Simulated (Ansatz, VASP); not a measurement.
# Cross-check of BN between VASP and Ansatz, part 2 of 2

One calculation is typed for both programs; each brings its own data sets and cutoff. How far apart do they land? The cell is taken from a series of VASP runs on this material, whose earlier steps may have relaxed, scaled or displaced it; both programs get it as it stands.

VASP 6.6.1 and Ansatz 0.2.0.

So far: Starting point; Ansatz: band structure, HSE06.

### 3. VASP: band structure, HSE06

Level of this step: HSE06; plane waves and PAW (N, B) (VASP).

The same cell, functional, mesh and smearing now go to VASP, with its own data sets and cutoff.

Lines of VASP's logs that name or quote its potential files are left out, and so is its time.

The run reads the wave functions of an earlier VASP run, which isn't shown here.

INCAR reads:

```
SYSTEM = BN
PREC = Accurate
ENCUT = 460
EDIFF = 1E-06
NELM = 100
ISMEAR = 0
SIGMA = 0.03
LREAL = .FALSE.
ALGO = Normal
LHFCALC = .TRUE.
AEXX = 0.25
GGA = PE
HFSCREEN = 0.2
LASPH = .TRUE.
NBANDS = 14
PRECFOCK = Fast
LORBIT = 11
LWAVE = .FALSE.
LCHARG = .FALSE.
KPAR = 8
```

POSCAR reads:

```
BN
1.0
    2.5039900000      0.0000000000      0.0000000000
   -1.2519950000      2.1685189508      0.0000000000
    0.0000000000      0.0000000000      6.6612000000
N B
2 2
Direct
    0.6666666667      0.3333333333      0.2500000000
    0.3333333333      0.6666666667      0.7500000000
    0.6666666667      0.3333333333      0.7500000000
    0.3333333333      0.6666666667      0.2500000000
```

KPOINTS reads:

```
Automatic mesh
0
Gamma
7 7 2
0 0 0
```

KPOINTS_OPT reads:

```
Line mode
10
Line-mode
Reciprocal
  0.00000000   0.00000000   0.00000000 GAMMA
  0.50000000   0.00000000   0.00000000 M

  0.50000000   0.00000000   0.00000000 M
  0.33333333   0.33333333   0.00000000 K

  0.33333333   0.33333333   0.00000000 K
  0.00000000   0.00000000   0.00000000 GAMMA

  0.00000000   0.00000000   0.00000000 GAMMA
  0.00000000   0.00000000   0.50000000 A

  0.00000000   0.00000000   0.50000000 A
  0.50000000   0.00000000   0.50000000 L

  0.50000000   0.00000000   0.50000000 L
  0.33333333   0.33333333   0.50000000 H

  0.33333333   0.33333333   0.50000000 H
  0.00000000   0.00000000   0.50000000 A

  0.50000000   0.00000000   0.50000000 L
  0.50000000   0.00000000   0.00000000 M

  0.33333333   0.33333333   0.00000000 K
  0.33333333   0.33333333   0.50000000 H
```

PAW data sets: N and B (PBE family, release 64).

The run is started by

```console
$ mpirun -np 8 vasp_std
```

Numbers of over 12 decimals in the logs are rounded to 6 here.

The log of the run:

```text
[banner, memory and clock lines left out]
running    8 mpi-ranks, on    1 nodes
 distrk:  each k-point on    1 cores,    8 groups
 distr:  one band on    1 cores,    1 groups

 POSCAR found type information on POSCAR N B
 POSCAR found :  2 types and       4 ions
|                                                                             |
|           W    W    AA    RRRRR   N    N  II  N    N   GGGG   !!!           |
|           W    W   A  A   R    R  NN   N  II  NN   N  G    G  !!!           |
|           W    W  A    A  R    R  N N  N  II  N N  N  G       !!!           |
|           W WW W  AAAAAA  RRRRR   N  N N  II  N  N N  G  GGG   !            |
|           WW  WW  A    A  R   R   N   NN  II  N   NN  G    G                |
|           W    W  A    A  R    R  N    N  II  N    N   GGGG   !!!           |
|                                                                             |
|     For optimal performance we recommend to set                             |
|       NCORE = 2 up to number-of-cores-per-socket                            |
|     NCORE specifies how many cores store one orbital (NPAR=cpu/NCORE).      |
|     This setting can greatly improve the performance of VASP for DFT.       |
|     The default, NCORE=1 might be grossly inefficient on modern             |
|     multi-core architectures or massively parallel machines. Do your        |
|     Unfortunately you need to use the default for GW and RPA                |
|     calculations (for HF NCORE is supported but not extensively tested      |
|     yet).                                                                   |
|                                                                             |

 LDA part: xc-table for (Slater+PW92), standard interpolation
 found WAVECAR, reading the header
 POSCAR, INCAR and KPOINTS ok, starting setup
 FFT: planning ... GRIDC
 FFT: planning ... GRID_SOFT
 FFT: planning ... GRID
 reading WAVECAR
 the WAVECAR file was read successfully
 initial charge from wavefunction
 entering main loop
       N       E                     dE             d eps       ncg     rms          rms(c)
DAV:   1    -0.408492451260E+02   -0.40849E+02   -0.77638E-01   448   0.103E+01    0.988E-01
DAV:   2    -0.408525806129E+02   -0.33355E-02   -0.29640E-02   538   0.143E+00    0.644E-01
DAV:   3    -0.408488402052E+02    0.37404E-02   -0.72865E-03   538   0.647E-01    0.367E-01
DAV:   4    -0.408487821309E+02    0.58074E-04   -0.11559E-03   514   0.257E-01    0.230E-01
DAV:   5    -0.408486400167E+02    0.14211E-03   -0.62863E-05   526   0.760E-02    0.132E-01
DAV:   6    -0.408485909136E+02    0.49103E-04   -0.58360E-05   514   0.672E-02    0.702E-02
DAV:   7    -0.408485816379E+02    0.92758E-05   -0.10116E-05   520   0.305E-02    0.391E-02
DAV:   8    -0.408485792630E+02    0.23749E-05   -0.17810E-06   376   0.143E-02    0.229E-02
DAV:   9    -0.408485792655E+02   -0.25383E-08   -0.10899E-06   338   0.108E-02
   1 F= -.40848579E+02 E0= -.40848579E+02  d E =-.460133E-21
 Start KPOINTS_OPT (optional k-point list driver)
k-point batch [1-16\90]
       N       E                     dE             ncg
DAV:   1    -0.109933776177E+03   -0.78776E+04      448
DAV:   2    -0.150518268477E+04   -0.13952E+04      564
DAV:   3    -0.161241757482E+04   -0.10723E+03      544
DAV:   4    -0.161383517114E+04   -0.14176E+01      598
DAV:   5    -0.161385248126E+04   -0.17310E-01      598
DAV:   6    -0.161385269097E+04   -0.20971E-03      580
DAV:   7    -0.161385269469E+04   -0.37179E-05      460
DAV:   8    -0.161385269480E+04   -0.11327E-06      428
[...]
k-point batch [81-90\90]
       N       E                     dE             ncg
DAV:   1     0.415124633484E+04   -0.83362E+04      280
DAV:   2     0.338558274657E+04   -0.76566E+03      370
DAV:   3     0.333544676143E+04   -0.50136E+02      352
DAV:   4     0.333480489254E+04   -0.64187E+00      340
DAV:   5     0.333480069858E+04   -0.41940E-02      340
DAV:   6     0.333480066382E+04   -0.34761E-04      334
DAV:   7     0.333480066347E+04   -0.34650E-06      260
```

From OUTCAR (step 3):

```text
ion  position               nearest neighbor table
   1  0.667  0.333  0.250-   4 1.45   4 1.45   4 1.45
   2  0.333  0.667  0.750-   3 1.45   3 1.45   3 1.45
   3  0.667  0.333  0.750-   2 1.45   2 1.45   2 1.45
   4  0.333  0.667  0.250-   1 1.45   1 1.45   1 1.45

  LATTYP: Found a hexagonal cell.
 ALAT       =     2.5039900000
 C/A-ratio  =     2.6602342661

 Subroutine GETGRP returns: Found 24 space group operations
 (whereof 12 operations were pure point group operations)

The static configuration has the point symmetry D_3d.
 The point group associated with its full space group is D_6h.

 Found     16 irreducible k-points:

   k-points           NKPTS =     16   k-points in BZ     NKDIM =     98   number of bands    NBANDS=     14

   dimension x,y,z NGX =    18 NGY =   18 NGZ =   48
   dimension x,y,z NGXF=    36 NGYF=   36 NGZF=   96

   ENCUT  =  460.0 eV  33.81 Ry    5.81 a.u.   4.38  4.38 11.65*2*pi/ulx,y,z

   NELECT =      16.0000    total number of electrons

 k-points in reciprocal lattice and weights: Automatic mesh
   0.00000000  0.00000000  0.00000000       0.010
   0.14285714  0.00000000  0.00000000       0.061
   0.28571429  0.00000000  0.00000000       0.061
   0.42857143 -0.00000000  0.00000000       0.061
   0.14285714  0.14285714  0.00000000       0.061
   0.28571429  0.14285714  0.00000000       0.122
   0.42857143  0.14285714  0.00000000       0.061
   0.28571429  0.28571429  0.00000000       0.061
   0.00000000  0.00000000  0.50000000       0.010
[...]
0.42857143  0.14285714  0.50000000       0.061
   0.28571429  0.28571429  0.50000000       0.061

  exchange ACFDT corr.  =         0.00000000  see jH, gK, PRB 81, 115126

 average (electrostatic) potential at core
       1 -59.8038       2 -59.8038       3 -26.0664       4 -26.0664

 E-fermi :   1.5905

 k-point     1 :       0.0000    0.0000    0.0000
  band No.  band energies     occupation
    ...
      4      -3.0930      2.00000
      5      -0.1491      2.00000
      6      -0.1490      2.00000
      7      -0.1101      2.00000
      8      -0.1100      2.00000
      9       7.8605      0.00000
     10      13.4514      0.00000
     11      14.7459      0.00000
     12      14.7460      0.00000
     13      14.8841      0.00000
    ...

 k-point     2 :       0.1429    0.0000    0.0000
  band No.  band energies     occupation
    ...
      4      -2.5511      2.00000
      5      -1.7888      2.00000
      6      -1.7474      2.00000
      7      -0.8925      2.00000
      8      -0.8426      2.00000
      9       8.5598      0.00000
     10      13.1528      0.00000
     11      14.2403      0.00000
     12      14.6738      0.00000
     13      15.1193      0.00000
    ...

 k-point     3 :       0.2857    0.0000    0.0000
  band No.  band energies     occupation
    ...
      4      -5.0437      2.00000
      5      -3.0170      2.00000
      6      -2.2232      2.00000
      7      -2.1607      2.00000
      8      -1.0468      2.00000
      9      10.2624      0.00000
     10      11.1107      0.00000
     11      11.7686      0.00000
     12      13.4698      0.00000
     13      14.4551      0.00000
    ...

  energy-cutoff  :      460.00
  volume of cell :       36.17
      direct lattice vectors                 reciprocal lattice vectors
     2.503990000  0.000000000  0.000000000     0.399362617  0.230572115  0.000000000
    -1.251995000  2.168518951  0.000000000     0.000000000  0.461144229  0.000000000
     0.000000000  0.000000000  6.661200000     0.000000000  0.000000000  0.150123101

 POSITION                                       TOTAL-FORCE (eV/Angst)
 -----------------------------------------------------------------------------------
      1.25200      0.72284      1.66530        -0.000000      0.000000      0.000000
     -0.00000      1.44568      4.99590         0.000000      0.000000      0.000000
      1.25200      0.72284      4.99590        -0.000000     -0.000000     -0.000000
     -0.00000      1.44568      1.66530        -0.000000     -0.000000     -0.000000
 -----------------------------------------------------------------------------------
    total drift:                               -0.000000      0.000000     -0.000000

  FREE ENERGIE OF THE ION-ELECTRON SYSTEM (eV)
  ---------------------------------------------------
  free  energy   TOTEN  =       -40.8485792655 eV

  energy  without entropy=      -40.8485792655  energy(sigma->0) =      -40.84857927

 total charge
# of ion       s       p       d       tot
------------------------------------------
    1        1.233   2.797   0.000   4.031
    2        1.233   2.797   0.000   4.031
    3        0.750   1.410   0.000   2.160
    4        0.750   1.410   0.000   2.160
--------------------------------------------------
tot          3.967   8.415   0.000  12.382

[... 3 further parts left out ...]
```

### 4. Differences

Known differences besides the potentials themselves: exact exchange at q = 0 is treated differently, which shows on coarse meshes; VASP keeps PBE cores, Ansatz makes them for the functional; the cutoff is 420 eV in Ansatz and 460 eV in VASP; VASP takes a coarser grid for exact exchange (PRECFOCK = Fast). Total energies have different zeros and are not compared.

Both answers:

```
                     quantity  Ansatz   VASP  difference
gap over the path points (eV)   5.588  5.578      +0.010
```

Levels at points of the path, from each program's valence-band top (eV; 4 filled, then empty):

```
k (reciprocal lattice)                                    Ansatz                                      VASP
     0.000 0.000 0.000  -1.61 -1.61 -1.57 -1.57 6.41 11.99 13.31  -1.60 -1.60 -1.56 -1.56 6.41 12.00 13.29
     0.444 0.000 0.000   -4.59 -4.52 -1.94 -0.68 5.98 7.41 10.86   -4.58 -4.51 -1.94 -0.68 5.97 7.40 10.85
     0.500 0.000 0.000   -4.66 -4.59 -1.56 -0.52 5.59 7.08 11.05   -4.65 -4.58 -1.57 -0.52 5.58 7.07 11.05
     0.389 0.222 0.000   -6.94 -6.86 -0.76 -0.07 6.02 6.72 13.00   -6.94 -6.86 -0.76 -0.07 6.01 6.72 12.99
     0.296 0.296 0.000    -7.54 -7.50 -0.66 0.00 6.26 6.64 12.40    -7.54 -7.50 -0.66 0.00 6.25 6.63 12.40
     0.185 0.185 0.000    -4.90 -4.84 -3.89 -2.02 9.36 9.52 9.57    -4.89 -4.83 -3.90 -2.02 9.36 9.52 9.58
     0.000 0.000 0.111  -1.61 -1.61 -1.57 -1.57 6.56 11.74 13.32  -1.60 -1.60 -1.57 -1.57 6.56 11.75 13.30
     0.000 0.000 0.500   -1.59 -1.59 -1.59 -1.59 8.94 8.94 13.38   -1.58 -1.58 -1.58 -1.58 8.94 8.94 13.36
     0.444 0.000 0.500   -4.56 -4.56 -1.31 -1.31 6.45 6.45 11.49   -4.55 -4.55 -1.31 -1.31 6.44 6.44 11.49
     0.389 0.222 0.500   -6.90 -6.90 -0.36 -0.36 6.15 6.15 13.84   -6.90 -6.90 -0.36 -0.36 6.15 6.15 13.85
```

Among the levels compared at these points, filled levels agree within 9 meV and empty ones within 20 meV.

### 5. Outcome

```yaml
difference_in_gap_over_the_path_points_band_structure_hse06: 0.0097 eV
```

**Reading.** The difference in gap over the path points is 0.0097 eV (band structure, HSE06), within the 0.08 eV picked in this series as the mark of a large difference. How closely two codes agree says nothing of how well the functional describes the real material.

[Lines on the potential files, build, host, timing and source positions are cut from VASP's logs without a mark.]

[Logs are printed without paths, hosts, clocks, repeated set-up lines and the standing remarks that a program may print on its own settings, such as how far it seeks lower states.]

[Hosts, paths, dates, database ids (printed as entryN), source tags and the programs' standing remarks are cut or masked in the printed files.]
